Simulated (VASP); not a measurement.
# C (Fd-3m) in VASP: notebook

The runs below take C through relaxation of cell and atoms, with PBE.

Program: VASP 6.6.1. These are calculated values, not measurements. Logs are shortened: lines on timing, memory, paths and dates and some standing lists are left out, and cuts for length are marked.

### Step 1. The crystal as given

It takes space group Fd-3m (No. 227, cubic). Conventional cell: a = 3.567 Å, b = 3.567 Å, c = 3.567 Å, α = 90.00°, β = 90.00°, γ = 90.00°. Around C (site symmetry -43m) lie 4 C at 1.54 Å.

This isn't the form of C at room conditions, which is graphite.

### Step 2. Relaxation of cell and atoms, PBE

The input, INCAR:

```
SYSTEM = C
PREC     = Accurate       ! precision mode
ENCUT    = 520            ! plane-wave cutoff, eV
EDIFF    = 1E-7           ! SCF threshold, eV
ISMEAR   = 0              ! smearing method
SIGMA    = 0.02           ! smearing width, eV
LREAL    = .FALSE.        ! projectors in reciprocal space
LASPH    = .TRUE.         ! aspherical terms in the spheres
NELM     = 80             ! most SCF steps
ALGO     = Normal         ! electronic algorithm
ISIF     = 3              ! what is computed and relaxed
LWAVE    = .FALSE.        ! write WAVECAR
LCHARG   = .FALSE.        ! write CHGCAR
GGA      = PE             ! functional
IBRION   = 2              ! ionic algorithm
NSW      = 80             ! ionic steps
EDIFFG   = -0.002         ! ionic threshold
```

The input, KPOINTS:

```
regular mesh
0
G
  10 10 10
  0 0 0
```

The input, POSCAR:

```
C
1.0
    0.0000000000      1.7833700000      1.7833700000
    1.7833700000      0.0000000000      1.7833700000
    1.7833700000      1.7833700000      0.0000000000
C
2
Direct
    0.0000000000      0.0000000000      0.0000000000
    0.2500000000      0.2500000000      0.2500000000
```

Potentials or basis: VASP PAW PBE potentials, release 64 (C).

Command:

```
$ cat potpaw_PBE.64/C/POTCAR > POTCAR
$ mpirun -np 1 vasp_std > vasp.out
```

OUTCAR:

```text
SYSTEM = C
   PREC = Accurate
   ENCUT = 520
   EDIFF = 1E-7
   ISMEAR = 0
   LREAL = .FALSE.
   LASPH = .TRUE.
   NELM = 80
   ISIF = 3
   GGA = PE
   IBRION = 2
   NSW = 80
   EDIFFG = -0.002

 ion  position               nearest neighbor table
   1  0.000  0.000  0.000-   2 1.54   2 1.54   2 1.54   2 1.54
   2  0.250  0.250  0.250-   1 1.54   1 1.54   1 1.54   1 1.54

  LATTYP: Found a face centered cubic cell.
 ALAT       =     3.5667400000

  Lattice vectors:

 A1 = (   0.0000000000,   1.7833700000,   1.7833700000)
 A2 = (   1.7833700000,   0.0000000000,   1.7833700000)
 A3 = (   1.7833700000,   1.7833700000,   0.0000000000)

Analysis of symmetry for initial positions (statically):
=====================================================================
 Subroutine PRICEL returns:
 Original cell was already a primitive cell.

 Routine SETGRP: Setting up the symmetry group for a
 face centered cubic supercell.

 Subroutine GETGRP returns: Found 48 space group operations
 (whereof 24 operations were pure point group operations)
 out of a pool of 48 trial point group operations.

The static configuration has the point symmetry T_d .
 The point group associated with its full space group is O_h .

Analysis of symmetry for dynamics (positions and initial velocities):
=====================================================================
 Subroutine PRICEL returns:
 Original cell was already a primitive cell.

 Routine SETGRP: Setting up the symmetry group for a
 face centered cubic supercell.

 Subroutine GETGRP returns: Found 48 space group operations
 (whereof 24 operations were pure point group operations)
 out of a pool of 48 trial point group operations.

The dynamic configuration has the point symmetry T_d .
 The point group associated with its full space group is O_h .

 Subroutine INISYM returns: Found 48 space group operations
 (whereof 24 operations are pure point group operations),
 and found     1 'primitive' translations

----------------------------------------------------------------------------------------

                                     Primitive cell

  volume of cell :      11.3437

  direct lattice vectors                    reciprocal lattice vectors
     0.000000000  1.783370000  1.783370000    -0.280368067  0.280368067  0.280368067
[... 101 lines left out ...]
   ISMEAR =     0;   SIGMA  =   0.02  broadening in eV -4-tet -1-fermi 0-gaus
   EFERMI_NEDOS =   21; number of points for ismear=-14 and -15
   IALGO  =     38    algorithm
   IMIX   =      4    mixing-type and parameters
     AMIX     =   0.40;   BMIX     =  1.00
     AMIX_MAG =   1.60;   BMIX_MAG =  1.00
  volume/ion in A,a.u.               =       5.67        38.28
  Fermi-wavevector in a.u.,A,eV,Ry     =   1.457203  2.753714 28.891161  2.123440
  Thomas-Fermi vector in A             =   2.574032
   LORBIT       =      0    0 simple, 1 ext, 2 COOP (PROOUT), +10 PAW based schemes
   GGA     = PE    functional components
   LHFCALC =     F    Hartree Fock is set to
   AEXX    =    0.0000 exact exchange contribution
   IVDW    =     0    specifies the selected vdW correction
   LEPSILON=     F    determine dielectric tensor
   LRPA    =     F    only Hartree local field effects (RPA)
 conjugate gradient relaxation of ions
 non-spin polarized calculation
 Gauss-broadening in eV      SIGMA  =   0.02
  energy-cutoff  :      520.00
  volume of cell :       11.34
 maximum number of plane-waves:       322
   NGX =  9   NGY =  9   NGZ =  9

--------------------------------------- Ionic step        1  -------------------------------------------

 number of electron       7.9999999 magnetization

 Free energy of the ion-electron system (eV)
  ---------------------------------------------------
  ext. energy  EPLUGINS =         0.00000000
  ---------------------------------------------------
  free energy    TOTEN  =       -18.18516310 eV

  energy without entropy =      -18.18516310  energy(sigma->0) =      -18.18516310

------------------------ aborting loop because EDIFF is reached ----------------------------------------

  FORCE on cell =-STRESS in cart. coord.  units (eV):
  Direction    XX          YY          ZZ          XY          YZ          ZX
  --------------------------------------------------------------------------------------
  -------------------------------------------------------------------------------------
  Total        0.1742513      0.1742513      0.1742513      0.0000000      0.0000000     -0.0000000
  in kB       24.6111724     24.6111724     24.6111724      0.0000000      0.0000000     -0.0000000
  external PRESSURE =      24.6111724 kB  Pullay stress =       0.0000000 kB
[... 59 lines left out ...]
--------------------------------------- Ionic step        3  -------------------------------------------

 number of electron       7.9999999 magnetization

 Free energy of the ion-electron system (eV)
  ---------------------------------------------------
  ext. energy  EPLUGINS =         0.00000000
  ---------------------------------------------------
  free energy    TOTEN  =       -18.18565074 eV

  energy without entropy =      -18.18565074  energy(sigma->0) =      -18.18565074

 E-fermi :   9.8281     XC(G=0): -13.2226

 val. band max:        9.6489907124   @ k =   0.0000   0.0000   0.0000
 cond. band min:      13.8061905492   @ k =   0.4000   0.4000   0.0000
 fundamental gap:      4.1571998368
 Fermi energy:         9.8281164882

 k-point     1 :       0.0000    0.0000    0.0000
  band No.  band energies     occupation
      1     -11.7530      2.00000
      2       9.6490      2.00000
      3       9.6490      2.00000
      4       9.6490      2.00000
      5      15.2233      0.00000
      6      15.2233      0.00000
      7      15.2233      0.00000
      8      22.8524      0.00000
[... 243 lines left out ...]
 k-point    24 :       0.4000    0.3000    0.0000
  band No.  band energies     occupation
      1      -7.1807      2.00000
      2       1.6146      2.00000
      3       3.6985      2.00000
      4       4.3216      2.00000
      5      14.4257      0.00000
      6      17.6451      0.00000
      7      23.6659      0.00000
      8      23.7170      0.00000

 [... further k-points ...]

------------------------ aborting loop because EDIFF is reached ----------------------------------------

  FORCE on cell =-STRESS in cart. coord.  units (eV):
  Direction    XX          YY          ZZ          XY          YZ          ZX
  --------------------------------------------------------------------------------------
  -------------------------------------------------------------------------------------
  Total        0.0007257      0.0007257      0.0007257     -0.0000000      0.0000000      0.0000000
  in kB        0.1019267      0.1019267      0.1019267     -0.0000000      0.0000000      0.0000000
  external PRESSURE =       0.1019267 kB  Pullay stress =       0.0000000 kB
[... 17 lines left out ...]
  FREE ENERGIE OF THE ION-ELECTRON SYSTEM (eV)
  ---------------------------------------------------
  free  energy   TOTEN  =       -18.1856507445 eV

  energy  without entropy=      -18.1856507445  energy(sigma->0) =      -18.18565074

 reached required accuracy - stopping structural energy minimisation
```

CONTCAR:

```text
C
   1.00000000000000
     0.0000000000000000    1.7867157876879918    1.7867157876879918
     1.7867157876879918   -0.0000000000000000    1.7867157876879918
     1.7867157876879918    1.7867157876879918   -0.0000000000000000
  C
     2
Direct
     0.0000000000000000    0.0000000000000000    0.0000000000000000
     0.2500000000000000    0.2500000000000000    0.2500000000000000

  0.00000000E+00  0.00000000E+00  0.00000000E+00
  0.00000000E+00  0.00000000E+00  0.00000000E+00
```

It took 12 s on 1 thread of Intel Xeon Platinum 8375C at 2.90GHz (Ice Lake), shared host; peak memory 0.12 GiB.

Results:

```
Free energy                            : -18.1857 eV
Relaxed volume                         : 5.70 Å³/atom
Relaxed cell                           : a = 2.527 Å, b = 2.527 Å, c = 2.527 Å, α = 60.00°, β = 60.00°, γ = 60.00°
Space group after relaxing (to 0.05 Å) : Fd-3m (No. 227)
Energy gained by relaxing              : 0.2 meV/atom
Ionic steps                            : 3
Pressure after relaxing                : 0.0 GPa
Band gap on the k mesh                 : 4.16 eV, indirect (least direct gap 5.57 eV)
```

Step by step:
```
step  energy change (eV)  largest force (eV/Å)  pressure (GPa)  volume (Å³)
   1              0.0000                0.0000            2.46        11.34
   2              0.0003                0.0000           -2.96        11.49
   3             -0.0005                0.0000            0.01        11.41
```

Final structure:
```yaml
crystal:
  lattice:
    - [0.00000, 1.78672, 1.78672]
    - [1.78672, 0.00000, 1.78672]
    - [1.78672, 1.78672, 0.00000]
  atoms:
    - { symbol: C, position: [0.00000, 0.00000, 0.00000] }
    - { symbol: C, position: [0.25000, 0.25000, 0.25000] }
```

A k mesh can miss the band edges. PBE usually gives volumes a little too large and moduli too small.

### Step 3. Relaxation of cell and atoms, PBE

This run uses another cell than the first one, of 5.70 Å³/atom, 1.006 times its volume.

INCAR is that of step 2.

KPOINTS is that of step 2.

The input, POSCAR:

```
C                                       
1.0
    0.0000000000      1.7867157877      1.7867157877
    1.7867157877     -0.0000000000      1.7867157877
    1.7867157877      1.7867157877     -0.0000000000
  C             
     2
Direct
     0.0000000000000000    0.0000000000000000    0.0000000000000000
     0.2500000000000000    0.2500000000000000    0.2500000000000000
```

Potentials or basis: VASP PAW PBE potentials, release 64 (C).

Command:

```
$ cat potpaw_PBE.64/C/POTCAR > POTCAR
$ mpirun -np 1 vasp_std > vasp.out
```

It took 7.4 s on 1 thread of Intel Xeon Platinum 8375C at 2.90GHz (Ice Lake), shared host; peak memory 0.11 GiB.

The run converged. Its results:

| Item | Value |
| --- | --- |
| Free energy | -18.1857 eV |
| Pressure after relaxing | 0.0 GPa |
| Band gap on the k mesh | 4.16 eV, indirect (least direct gap 5.57 eV) |

Final structure:
```
C
1.0
     0.00000    1.78672    1.78672
     1.78672    0.00000    1.78672
     1.78672    1.78672    0.00000
C
2
Direct
  0.00000 0.00000 0.00000
  0.25000 0.25000 0.25000
```

Levels at points of the mesh, in eV from the valence-band top:
| k point | band 1 | band 2 | band 3 | band 4 | band 5 | band 6 | band 7 | band 8 |
| --- | --- | --- | --- | --- | --- | --- | --- | --- |
| (0.00, 0.00, 0.00) | -21.40 | 0.00 | 0.00 | 0.00 | 5.57 | 5.57 | 5.57 | 13.20 |
| (0.50, 0.00, 0.00) | -15.66 | -13.31 | -2.79 | -2.79 | 8.44 | 8.44 | 8.77 | 15.65 |
| (0.50, 0.50, 0.00) | -12.72 | -12.72 | -6.26 | -6.26 | 4.75 | 4.75 | 16.72 | 16.72 |

Caveat: the relaxation stopped at its first step, so nothing moved.
